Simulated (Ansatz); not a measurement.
# Ta: single points about a listed cell

How do energy, forces, pressure and gap of Ta change under swapped elements? Each case is one self-consistent run.

Program: Ansatz 0.2.0. Level of theory: DFT PBE, scalar-relativistic, plane waves, PAW. These are calculated values, not measurements.

**1. Starting point**

Symmetry: P6_322, No. 182, hexagonal system. The conventional cell has a = 4.983 Å, b = 4.983 Å, c = 8.203 Å, α = 90.00°, β = 90.00°, γ = 120.00°. Around Ta (site symmetry 2) lie 8 Ta at 2.66 to 2.93 Å. Ta (site symmetry 32) has 6 Ta at 2.66 Å as nearest neighbours.

Structure file:

```
Ta
1.0
     4.98349    0.00000    0.00000
    -2.49174    4.31583    0.00000
     0.00000    0.00000    8.20275
Ta
8
Direct
  0.00000 0.32082 0.00000
  0.32082 0.00000 0.00000
  0.67918 0.67918 0.00000
  0.00000 0.67918 0.50000
  0.67918 0.00000 0.50000
  0.32082 0.32082 0.50000
  0.66667 0.33333 0.75000
  0.33333 0.66667 0.25000
```

The structure comes from the Materials Project (structure only).

**2. Reference: the cell as listed**

The input, input.yaml:

```yaml
crystal:
  lattice:
    - [4.9834880809, 0.0, 0.0]
    - [-2.4917440405, 4.3158272775, 0.0]
    - [0.0, 0.0, 8.20274664]
  atoms:
    - { symbol: Ta, position: [0.0, 0.32081931, 0.0] }
    - { symbol: Ta, position: [0.32081931, 0.0, 0.0] }
    - { symbol: Ta, position: [0.67918069, 0.67918069, 0.0] }
    - { symbol: Ta, position: [0.0, 0.67918069, 0.5] }
    - { symbol: Ta, position: [0.67918069, 0.0, 0.5] }
    - { symbol: Ta, position: [0.32081931, 0.32081931, 0.5] }
    - { symbol: Ta, position: [0.66666667, 0.33333333, 0.75] }
    - { symbol: Ta, position: [0.33333333, 0.66666667, 0.25] }
basis:
  ecutwfc: 420
kpoints:
  mp_grid: { grid: [12, 12, 6] }
hamiltonian:
  xc: pbe
scf:
  occupations: { method: gaussian, width: 0.1 }
output:
  forces: true
  stress: true
  eigenvalues: true
  populations: true
  write_density: true
  write_potential: true
  elf: true
  volumetric_format: npy
```

Started as:

```
ansatz run input.yaml --threads 1 --pin off --max-ram 2560MiB --backend cpu --events-out ev --progress --plain --runs-dir out
```

Output:

```text
Warning: RAYON_NUM_THREADS=1 ignored (pool sized by the plan → 1); use --threads N
Engine: ansatz 0.2.0, x86_64-unknown-linux-gnu
Pseudopotentials: kind: paw
Pseudopotential: Ta, paw, valence charge 13, recommended cutoff 420 eV (normal), Ta.paw.azcp
Functional definition: PBE
  parameter kappa = 0.804
  parameter beta = 0.06672455060314922
  exchange = pbe_x(kappa = kappa, mu = beta*pi^2/3)
  correlation = pbe_c(beta = beta)
Crystal: 8 atoms, lattice volume = 176.424 Å³
Basis set: ecut = 420 eV, 3429 PW (Γ), exchange–correlation on 72×72×120 points (8 copies of the dense FFT grid, shifted against one another)
Bands: 63, of which v1, the nominal top of the filled ones, is band 52 counted from 1 (51 counted from 0)
Symmetry: 12 space group operations
Space group: P6322 (ITA 182), of the structure as read, at distance tolerance 5.6e-5 Å
k-points: 76 of 864 (time reversal used)
Non-local potential: Ta, projectors of the file, l = 0: 3, l = 1: 2, l = 2: 2, l = 3: 1
PAW form: soft (Blöchl's): semilocal exchange-correlation on the pseudo side does not see the compensation charge
PAW one-centre angular grid: Ta, 590 points (default); XC on 64 Gauss nodes
Initial density: superposition of atomic densities (neutral atoms: chi_scale 0, normalization atom), corrected by the library's trained network
Initial wavefunctions: pseudopotential atomic-orbital guess
Functional: x = pbe(κ = 0.804, μ = 0.2195149727645171), c = pbe(β = 0.06672455060314922)
SCF iter   1: F=—  HF=-79447.200677 eV  |F-HF|=—  |Δ(HF+E_count)|=         —  Δρ=6.57e-3  dr2=1.26e-1  ethr=1.77e-3  ⟨swp⟩=6.6  Hψ=19741  notcnv=0
preconditioner: auto → Kerker (q_TF=auto, 2.498 Å⁻¹)  [metal: Δε(μ)=0.001 eV  Ē_g=3.518 eV  σ=0.100 eV  W_gap=0.01  n_scr=36 (ndim 8)  ℏωp=17.7 eV  f_vac=0.000  D(μ)=8.75/eV (n_scr^D=84)]
SCF iter   2: F=—  HF=-79447.185430 eV  |F-HF|=—  |Δ(HF+E_count)|=   1.52e-2  Δρ=3.69e-3  dr2=3.80e-2  ethr=1.21e-4  ⟨swp⟩=1.2  Hψ=5583  notcnv=0  defer=1
SCF iter   3: F=—  HF=-79447.177689 eV  |F-HF|=—  |Δ(HF+E_count)|=   7.74e-3  Δρ=6.45e-4  dr2=1.32e-3  ethr=3.65e-5  ⟨swp⟩=2.0  Hψ=6017  notcnv=0  defer=1
SCF iter   4: F=—  HF=-79447.177477 eV  |F-HF|=—  |Δ(HF+E_count)|=   2.12e-4  Δρ=2.55e-4  dr2=2.36e-4  ethr=1.27e-6  ⟨swp⟩=2.0  Hψ=5854  notcnv=0  defer=1
SCF iter   5: F=—  HF=-79447.177436 eV  |F-HF|=—  |Δ(HF+E_count)|=   4.05e-5  Δρ=7.01e-5  dr2=1.23e-5  ethr=2.27e-7  ⟨swp⟩=2.0  Hψ=5822  notcnv=0  defer=1
SCF iter   6: F=—  HF=-79447.177263 eV  |F-HF|=—  |Δ(HF+E_count)|=   1.73e-4  Δρ=1.45e-5  dr2=3.30e-7  ethr=1.18e-8  ⟨swp⟩=2.0  Hψ=6040  notcnv=0  defer=1
SCF iter   7: F=-79447.177264 eV  HF=-79447.177264 eV  |F-HF|=9.65e-9  |Δ(HF+E_count)|=   2.80e-7  Δρ=3.16e-6  dr2=1.93e-8  ethr=9.62e-11  ⟨swp⟩=15.9  Hψ=34986  notcnv=0
SCF 1 converged in 7 iterations: F = -79447.177264 eV  dr2 = 1.93e-8
SCF converged after 7 iterations
Free energy (F): -79447.177264 eV
Harris-Foulkes:  -79447.177264 eV  (|F-HF|=9.65e-9)
Internal energy: -79447.132518 eV  (E = F + TS)
E sigma→0 (E₀):  -79447.154891 eV
Entropy (-TS):   -0.044746 eV (-5.593 meV/atom)
Fermi energy:    14.821557 eV
--- Per-component energies (eV) ---
  E_band       = -1256.788222
  E_kinetic    = 2927.707849
  E_local      = -6508.110800  (includes V_loc(G=0)·N_el)
  E_nonlocal   = 129.145744
  E_hartree    = 2361.798106
  E_xc         = -1741.682278
  E_vxc        = -1624.525150  (∫ρ·V_xc dr)
  E_paw        = -67174.839855  (= ΣΔE_a)
  E_vpaw       = -904.603345  (= ΣTr[D̂ρ^β])
  E_aug_tail   = 0.001254  (compensation charges beyond the density's cutoff)
  E_ewald      = -9441.152538
  E_smearing   = -0.044746  (= −TS)
  E_closure    = -0.000000  (closes the sum)
  Σ components = -79447.177264   (vs F -79447.177264, Δ=0.00e0)
--- Forces (eV/Å), atoms counted from 1 ---
  atom   1  Ta     0.00515004    -0.00892013    -0.00000000
  atom   2  Ta    -0.01030008    -0.00000000    -0.00000000
  atom   3  Ta     0.00515004     0.00892013     0.00000000
  atom   4  Ta    -0.00515004     0.00892013     0.00000000
  atom   5  Ta     0.01030008     0.00000000     0.00000000
  atom   6  Ta    -0.00515004    -0.00892013    -0.00000000
  atom   7  Ta     0.00000000     0.00000000     0.00000000
  atom   8  Ta    -0.00000000     0.00000000     0.00000000
  max |Σ_I F_I| component: 4.83e-17 eV/Å
--- Stress (GPa, compression-positive) ---
        6.761803      -0.000000       0.000000
       -0.000000       6.761803      -0.000000
        0.000000      -0.000000       6.672880
  P = ⅓ Tr σ = 6.7322 GPa (67.322 kbar)
--- Band table (eV; the first three rows and the last of 76) ---
  k-point 0: bands = ["-52.7539", "-52.7317", "-52.6189", "-52.6189", "-52.6188", "-52.6188", "-52.2673", "-52.2433", "-20.0697", "-19.7446", "-19.5875", "-19.5875", "-19.5823", "-19.5684", "-19.5684", "-19.4767", "-19.4588", "-19.4588", "-19.4263", "-19.3666", "-19.3666", "-19.3330", "-18.7678", "-18.7678", "-18.7564", "-18.7000", "-18.7000", "-18.6525", "-18.6525", "-18.5013", "-18.5013", "-18.1491", "7.4951", "9.0727", "11.4660", "11.8815", "12.1467", "12.2665", "12.2665", "12.9492", "12.9492", "13.0687", "13.0687", "13.1122", "13.8784", "13.8784", "13.8795", "14.4019", "14.4019", "14.4036", "14.5167", "14.6933", "14.7329", "14.9052", "14.9052", "15.4975", "15.5799", "15.6071", "15.6071", "15.6361", "15.6361", "17.5177", "17.5177"]
  k-point 1: bands = ["-52.7525", "-52.7333", "-52.6189", "-52.6189", "-52.6188", "-52.6188", "-52.2656", "-52.2449", "-20.0486", "-19.7621", "-19.6382", "-19.6369", "-19.5795", "-19.5433", "-19.4854", "-19.4810", "-19.4632", "-19.4497", "-19.4264", "-19.3977", "-19.3674", "-19.3192", "-18.8205", "-18.8140", "-18.7321", "-18.6903", "-18.6645", "-18.6397", "-18.5966", "-18.5426", "-18.4667", "-18.1786", "7.5752", "8.9231", "11.4896", "11.8645", "12.1233", "12.2185", "12.4952", "12.6007", "13.0210", "13.0570", "13.1311", "13.3827", "13.7500", "13.9073", "13.9389", "14.3477", "14.3532", "14.3991", "14.4807", "14.5951", "14.6922", "14.7275", "15.2703", "15.4354", "15.6152", "15.6279", "15.6365", "15.7252", "15.7905", "16.7367", "17.6041"]
  k-point 2: bands = ["-52.7485", "-52.7375", "-52.6189", "-52.6189", "-52.6188", "-52.6188", "-52.2611", "-52.2491", "-19.9889", "-19.8179", "-19.6800", "-19.6756", "-19.5700", "-19.5161", "-19.5129", "-19.4805", "-19.4403", "-19.4261", "-19.4167", "-19.4093", "-19.3712", "-19.2734", "-18.9110", "-18.8865", "-18.7081", "-18.6768", "-18.6246", "-18.5785", "-18.5467", "-18.5171", "-18.4527", "-18.2635", "7.8062", "8.5658", "11.5578", "11.7780", "12.0854", "12.3334", "12.4287", "12.7660", "12.9041", "13.0631", "13.1294", "13.4925", "13.8836", "13.9877", "14.0017", "14.2387", "14.2939", "14.2988", "14.3224", "14.6850", "14.6892", "14.7996", "15.0809", "15.2544", "15.6220", "15.6312", "15.6394", "15.8690", "16.3757", "16.5758", "17.4739"]
  k-point 75: bands = ["-52.6756", "-52.6756", "-52.6610", "-52.6610", "-52.6473", "-52.6473", "-52.2526", "-52.2526", "-19.9170", "-19.9170", "-19.6528", "-19.6528", "-19.5418", "-19.5418", "-19.5145", "-19.5145", "-19.4906", "-19.4906", "-19.3565", "-19.3565", "-19.0212", "-19.0212", "-18.9944", "-18.9944", "-18.8493", "-18.8493", "-18.6304", "-18.6304", "-18.5870", "-18.5870", "-18.3194", "-18.3194", "10.2187", "10.2187", "10.8041", "10.8041", "11.1027", "11.1027", "12.1954", "12.1954", "12.2179", "12.2179", "12.7284", "12.7284", "13.7374", "13.7374", "13.7802", "13.7802", "14.0158", "14.0158", "14.7456", "14.7456", "14.9339", "14.9339", "15.7561", "15.7561", "16.0154", "16.0154", "16.4377", "16.4377", "17.5112", "17.5112", "17.5889"]
--- Löwdin populations: 8 sites ---
  site symbol       q [e]
     0     Ta     12.8919
     1     Ta     12.8919
     2     Ta     12.8919
     3     Ta     12.8919
     4     Ta     12.8919
     5     Ta     12.8919
     6     Ta     13.0764
     7     Ta     13.0764
  spilling = 0.004768 (of n_electrons = 104.000000)
```

Wall time 2.2 min (1 thread of Intel Xeon at 2.70GHz, shared host); peak memory 0.8 GiB.

Site by site:

```csv
atom,Löwdin electrons
Ta1,12.89
Ta2,12.89
Ta3,12.89
Ta4,12.89
Ta5,12.89
Ta6,12.89
Ta7,13.08
Ta8,13.08
```

The Löwdin counts miss 0.50 of the 104 electrons, which the atomic orbitals do not span, so they are no charges.

Density in a lattice plane of the grid's cell (edges 4.98 and 8.20 Å, at 0.321 of the third edge), which holds Ta.

Ten even steps from '0' (0.05 e/Å³) to '9' (4.41 e/Å³):
```
98300000000038
32000000000012
00000000232100
00000002799510
00000003989610
00000002799400
00000001232100
00013310000000
00169961000000
00288882000000
00169961000000
00013310000000
00000000000000
00000000000000
00000000000000
00000000000000
00000000000000
32100000000002
98300000000038
79510000000159
```
Columns run along the first of these edges and rows up along the second, over one cell in 14 and 20 even steps from the bottom left corner. Atoms in the plane (fractional): Ta at (1.00, 0.00), Ta at (0.32, 0.50), Ta at (0.67, 0.75).

ELF in the same plane.

Ten even steps from '0' (0.00) to '9' (0.72):
```
79736755687369
85237875444446
31147743465555
53245315979955
43334327804942
44324547978722
75212455565336
85237853444567
74498884587656
63691196487545
74498894476446
85358731365557
76543212344457
44445432222345
43233433222234
55444543222234
34457764444212
87347865565225
79736754576379
06835644686386
```
Columns run along the first of these edges and rows up along the second, over one cell in 14 and 20 even steps from the bottom left corner. Atoms in the plane (fractional): Ta at (1.00, 0.00), Ta at (0.32, 0.50), Ta at (0.67, 0.75).

Both are smooth fields of the valence electrons: close to the nuclei they are not physical.

The highest ELF values outside the cores: 0.63 between the atoms, 1.6 Å from Ta.

**3. Changed: ecutwfc 350 eV, xc r2scan**

input.yaml: that of step 2 with these lines changed.

```diff
@@ -15,3 +15,3 @@
 basis:
-  ecutwfc: 420
+  ecutwfc: "350 eV"
 kpoints:
@@ -19,3 +19,3 @@
 hamiltonian:
-  xc: pbe
+  xc: r2scan
 scf:
@@ -24,8 +24,3 @@
   forces: true
+  eigenvalues: true
   stress: true
-  eigenvalues: true
-  populations: true
-  write_density: true
-  write_potential: true
-  elf: true
-  volumetric_format: npy
```

Started as:

```
ansatz run input.yaml --threads 1 --pin off --max-ram 2560MiB --backend cpu --events-out ev --progress --plain --runs-dir out
```

Output (excerpt; [...] marks lines left out):

```text
Warning: basis.ecutwfc = 350 eV is below the records' recommended 500 eV, and the density's cutoff is lower with it unless basis.ecutrho_ratio is high enough to keep the records' density cutoff: compare with a run at a higher cutoff
Warning: RAYON_NUM_THREADS=1 ignored (pool sized by the plan → 1); use --threads N
[...]
[... 1 set-up line as earlier in the session ...]
Pseudopotential: Ta, paw, valence charge 13, recommended cutoff 500 eV (meta_gga), Ta.paw.azcp
Functional definition: r2SCAN
[...]
Crystal: 8 atoms, lattice volume = 176.424 Å³
Basis set: ecut = 350 eV, 2623 PW (Γ), exchange–correlation on 128×128×216 points (64 copies of the dense FFT grid, shifted against one another)
Bands: 63, of which v1, the nominal top of the filled ones, is band 52 counted from 1 (51 counted from 0)
[... 2 set-up lines as earlier in the session ...]
k-points: 76 of 864 (time reversal used)
[...]
SCF iter   8: F=-79543.148702 eV  HF=-79543.148701 eV  |F-HF|=1.91e-7  |Δ(HF+E_count)|=   4.59e-6  Δρ=5.49e-6  dr2=4.91e-8  dr2_τ=3.60e-9  ethr=9.62e-11  ⟨swp⟩=11.0  Hψ=25030  notcnv=0
[...]
SCF converged after 8 iterations
Free energy (F): -79543.148702 eV
[...]
E sigma→0 (E₀):  -79543.127946 eV
Entropy (-TS):   -0.041511 eV (-5.189 meV/atom)
Fermi energy:    14.723709 eV
[...]
--- Forces (eV/Å), atoms counted from 1 ---
  atom   1  Ta    -0.02395980     0.04149960     0.00000000
  atom   2  Ta     0.04791961     0.00000000     0.00000000
  atom   3  Ta    -0.02395980    -0.04149960     0.00000000
  atom   4  Ta     0.02395980    -0.04149960    -0.00000000
  atom   5  Ta    -0.04791961    -0.00000000     0.00000000
  atom   6  Ta     0.02395980     0.04149960    -0.00000000
  atom   7  Ta    -0.00000000    -0.00000000     0.00000000
  atom   8  Ta     0.00000000     0.00000000     0.00000000
[...]
--- Stress (GPa, compression-positive) ---
        4.826360      -0.000000       0.000000
       -0.000000       4.826360      -0.000000
        0.000000      -0.000000       4.261223
  P = ⅓ Tr σ = 4.6380 GPa (46.380 kbar)
--- Band table (eV; the first three rows and the last of 76) ---
[...]
```

It took 2 min on 1 thread of Intel Xeon at 2.70GHz, shared host; peak memory 0.81 GiB.

```csv
run,ending,energy change,pressure (GPa),gap (eV),force (eV/Å),cycles,time
step 2,converged,-,6.7,0.00,0.01,7,2.2 min
variant,converged,not comparable,4.6,0.00,0.05,8,2 min
```

A change of functional puts the total energy on another scale; the pressure goes from 6.7 to 4.6 GPa and the largest force goes from 0.01 to 0.05 eV/Å. The cutoff changed too. The cutoff is under what these potentials recommend, as the log warns, so basis error is mixed in.

**4. Substitution of an element, cell strained: Ta → Hf, first probe**

Against the listed cell: Hf takes all sites of Ta, and lengths are scaled by 1.018 as a first guess of the size; strain xx, yy, zz, yz, xz, xy = -1.0, -1.0, -1.0, +0.0, +0.0, +0.0 %.

The input, input.yaml:

```yaml
crystal:
  lattice:
    - [5.0231012414, 0.0, 0.0]
    - [-2.5115506207, 4.3501332808, 0.0]
    - [0.0, 0.0, 8.267949308]
  atoms:
    - { symbol: Hf, position: [0.0, 0.32081931, 0.0] }
    - { symbol: Hf, position: [0.32081931, 0.0, 0.0] }
    - { symbol: Hf, position: [0.67918069, 0.67918069, 0.0] }
    - { symbol: Hf, position: [0.0, 0.67918069, 0.5] }
    - { symbol: Hf, position: [0.67918069, 0.0, 0.5] }
    - { symbol: Hf, position: [0.32081931, 0.32081931, 0.5] }
    - { symbol: Hf, position: [0.6666666667, 0.3333333333, 0.75] }
    - { symbol: Hf, position: [0.3333333333, 0.6666666667, 0.25] }
basis:
  ecutwfc: 420
kpoints:
  mp_grid: { grid: [6, 6, 2] }
hamiltonian:
  xc: pbe
scf:
  occupations: { method: gaussian, width: 0.1 }
output:
  forces: true
  stress: true
  eigenvalues: true
```

Started as:

```
ansatz run input.yaml --threads 1 --pin off --max-ram 2560MiB --backend cpu --events-out ev --progress --plain --runs-dir out
```

Output (excerpt; [...] marks lines left out):

```text
[...]
SCF converged after 10 iterations
Free energy (F): -125759.852099 eV
[...]
E sigma→0 (E₀):  -125759.827078 eV
Entropy (-TS):   -0.050042 eV (-6.255 meV/atom)
Fermi energy:    19.109813 eV
[...]
--- Forces (eV/Å), atoms counted from 1 ---
  atom   1  Hf     0.18761483    -0.32495841     0.00000000
  atom   2  Hf    -0.37522965     0.00000000     0.00000000
  atom   3  Hf     0.18761483     0.32495841     0.00000000
  atom   4  Hf    -0.18761483     0.32495841     0.00000000
  atom   5  Hf     0.37522965     0.00000000    -0.00000000
  atom   6  Hf    -0.18761483    -0.32495841     0.00000000
  atom   7  Hf     0.00000000    -0.00000000     0.00000000
  atom   8  Hf    -0.00000000     0.00000000     0.00000000
[...]
--- Stress (GPa, compression-positive) ---
       20.530487       0.000000       0.000000
       -0.000000      20.530487       0.000000
        0.000000       0.000000      18.891758
  P = ⅓ Tr σ = 19.9842 GPa (199.842 kbar)
--- Band table (eV; the first three rows and the last of 14) ---
[...]
```

Run time: 46 s. Hardware: 1 thread of Intel Xeon at 2.70GHz, shared host; peak memory 0.58 GiB.

**5. One element swapped, cell strained: Ta → Hf**

input.yaml: that of step 4 with these lines changed.

```diff
@@ -17,3 +17,3 @@
 kpoints:
-  mp_grid: { grid: [6, 6, 2] }
+  mp_grid: { grid: [12, 12, 4] }
 hamiltonian:
```

Started as:

```
ansatz run input.yaml --threads 1 --pin off --max-ram 2560MiB --backend cpu --events-out ev --progress --plain --runs-dir out
```

Output (excerpt; [...] marks lines left out):

```text
Warning: RAYON_NUM_THREADS=1 ignored (pool sized by the plan → 1); use --threads N
[...]
[... 1 set-up line as earlier in the session ...]
Pseudopotential: Hf, paw, valence charge 26, recommended cutoff 420 eV (normal), Hf.paw.azcp
[... 1 set-up line as earlier in the session ...]
[...]
Crystal: 8 atoms, lattice volume = 180.664 Å³
Basis set: ecut = 420 eV, 3525 PW (Γ), exchange–correlation on 72×72×120 points (8 copies of the dense FFT grid, shifted against one another)
Bands: 125, of which v1, the nominal top of the filled ones, is band 104 counted from 1 (103 counted from 0)
[... 1 set-up line as earlier in the session ...]
Space group: P6322 (ITA 182), of the structure as read, at distance tolerance 5.7e-5 Å
k-points: 57 of 576 (time reversal used)
[...]
SCF iter   1: F=—  HF=-125759.916244 eV  |F-HF|=—  |Δ(HF+E_count)|=         —  Δρ=9.00e-3  dr2=3.91e-1  ethr=1.77e-3  ⟨swp⟩=4.9  Hψ=21221  notcnv=0  defer=102
[...]
SCF iter  10: F=-125759.836516 eV  HF=-125759.836516 eV  |F-HF|=7.74e-9  |Δ(HF+E_count)|=   3.14e-8  Δρ=1.75e-6  dr2=1.21e-8  ethr=4.81e-11  ⟨swp⟩=13.0  Hψ=38076  notcnv=0
[...]
SCF converged after 10 iterations
Free energy (F): -125759.836516 eV
[...]
E sigma→0 (E₀):  -125759.807332 eV
Entropy (-TS):   -0.058369 eV (-7.296 meV/atom)
Fermi energy:    19.138446 eV
[...]
--- Forces (eV/Å), atoms counted from 1 ---
  atom   1  Hf     0.22868312    -0.39609078     0.00000000
  atom   2  Hf    -0.45736624     0.00000000     0.00000000
  atom   3  Hf     0.22868312     0.39609078     0.00000000
  atom   4  Hf    -0.22868312     0.39609078     0.00000000
  atom   5  Hf     0.45736624     0.00000000     0.00000000
  atom   6  Hf    -0.22868312    -0.39609078     0.00000000
  atom   7  Hf     0.00000000     0.00000000    -0.00000000
  atom   8  Hf     0.00000000    -0.00000000     0.00000000
[...]
--- Stress (GPa, compression-positive) ---
       20.632223       0.000000      -0.000000
        0.000000      20.632223       0.000000
        0.000000       0.000000      18.499823
  P = ⅓ Tr σ = 19.9214 GPa (199.214 kbar)
--- Band table (eV; the first three rows and the last of 57) ---
[...]
```

Wall time 3 min (1 thread of Intel Xeon at 2.70GHz, shared host); peak memory 1.1 GiB.

**6. Summary of results**

| step | case | energy (meV/atom) | pressure (GPa) | largest force (eV/Å) | gap on the mesh (eV) |
| --- | --- | --- | --- | --- | --- |
|  | listed cell | 0 | 6.7 | 0.01 | 0.00 |
| 5 | one element swapped, cell strained: Ta → Hf | n/a | 19.9 | 0.46 | 0.00 |

Energies are counted from the listed cell, with the smearing taken to zero. Other atoms or functionals have another zero of energy (n/a). A gap of 0.00 means none on the mesh at this level.

What this shows: At the listed geometry the pressure is 6.7 GPa and the largest force 0.01 eV/Å: not this functional's equilibrium. The runs treat Hf without spin-orbit coupling.
